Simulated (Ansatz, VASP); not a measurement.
**Sb in VASP and in Ansatz**

Contents of INCAR:

```
PREC     = Accurate       # precision mode
ENCUT    = 520            # plane-wave cutoff, eV
EDIFF    = 1E-6           # SCF threshold, eV
ISMEAR   = -1             # smearing method
SIGMA    = 0.05           # smearing width, eV
LREAL    = False          # projectors in reciprocal space
LASPH    = True           # aspherical terms in the spheres
NELM     = 100            # most SCF steps
ALGO     = Normal         # electronic algorithm
ISIF     = 2              # what is computed and relaxed
LWAVE    = False          # write WAVECAR
LCHARG   = False          # write CHGCAR
GGA      = RP             # functional
NBANDS   = 12             # bands
```

Contents of KPOINTS:

```
regular mesh
0
Gamma
  9 9 5
```

POSCAR

```
Sb
1.0
    0.0000000000     -2.3712425200     -2.3712425200
   -2.3712425200      0.0000000000     -2.3712425200
    2.3712425200      2.3712425200     -4.7424850400
Sb
2
Direct
    0.4898204400      0.4577360300      0.5601456900
    0.0101795600      0.0422639700      0.9398543100
```

The input input.yaml:

```yaml
crystal:
  lattice:
    - [0.0, -2.37124252, -2.37124252]
    - [-2.37124252, 0.0, -2.37124252]
    - [2.37124252, 2.37124252, -4.74248504]
  atoms:
    - { symbol: Sb, position: [0.48982044, 0.45773603, 0.56014569] }
    - { symbol: Sb, position: [0.01017956, 0.04226397, 0.93985431] }
hamiltonian:
  xc: rpbe
  pseudopotentials: { kind: paw }
kpoints:
  mp_grid: { grid: [9, 9, 5] }
  band_path:
    path:
      - [[0.0, 0.0, 0.0], [0.0, -0.5, 0.0], [0.375, -0.3125, 0.1875]]
      - [[0.3125, -0.3125, 0.5], [0.0, 0.0, 0.5], [0.0, 0.0, 0.0], [0.34375, -0.34375, 0.0]]
      - [[0.34375, -0.3125, 0.34375], [0.5, 0.0, 0.5], [0.46875, 0.0, 0.65625], [0.0, 0.0, 0.5]]
      - [[0.0, -0.5, 0.0], [0.0, -0.46875, 0.34375]]
    npoints: 14
scf:
  occupations: { method: fermi_dirac, width: 0.05 }
  n_extra_bands: 6
output:
  forces: true
  stress: true
  eigenvalues: true
  fatbands: false
```

Alike in both runs: functional RPBE; k mesh 9 × 9 × 5; occupations fermi-dirac, width 0.05 eV; no spin polarisation.

|  | VASP | Ansatz |
| --- | --- | --- |
| version | VASP 6.6.1 | Ansatz 0.2.0 |
| potentials or method | VASP PAW PBE potentials, release 64 (Sb) | Ansatz PAW |
| plane-wave cutoff (eV) | 520 | 420 |
| valence electrons in the cell | 10 | 30 |
| task | single point | band structure |

|  | VASP | Ansatz | Ansatz less VASP |
| --- | --- | --- | --- |
| gap on the k mesh at the Fermi level (eV) | none | none | - |
| pressure (GPa) | 14.6 | 14.5 | -0.09 |
| largest component of the traceless stress (GPa) | 2.00 | 2.02 | +0.014 |
| rms of the force components (eV/Å) | 1.202 | 1.173 | -0.0292 |

Atom by atom the forces differ by 0.029 eV/Å (rms over components). A gap of «none» marks a metal or a gap that the smearing closes. With one functional, cell and mesh, what is left measures potentials, basis and numerics. The two sets of potentials don't hold the same shells in valence.

Caveats: the PAW data sets were made with another functional, which shifts forces and pressure a little (VASP); spin-orbit coupling is left out, which moves the levels of the heavy elements (Ansatz); the PAW data sets come from PBE, with cores solved anew for the run's functional, which leaves a small shift of forces and pressure (Ansatz); forces of over 1 eV/Å show positions far from the minimum, so gaps and moduli don't describe the material at rest (Ansatz). Spin-orbit coupling is left out, which matters for the levels of Sb.
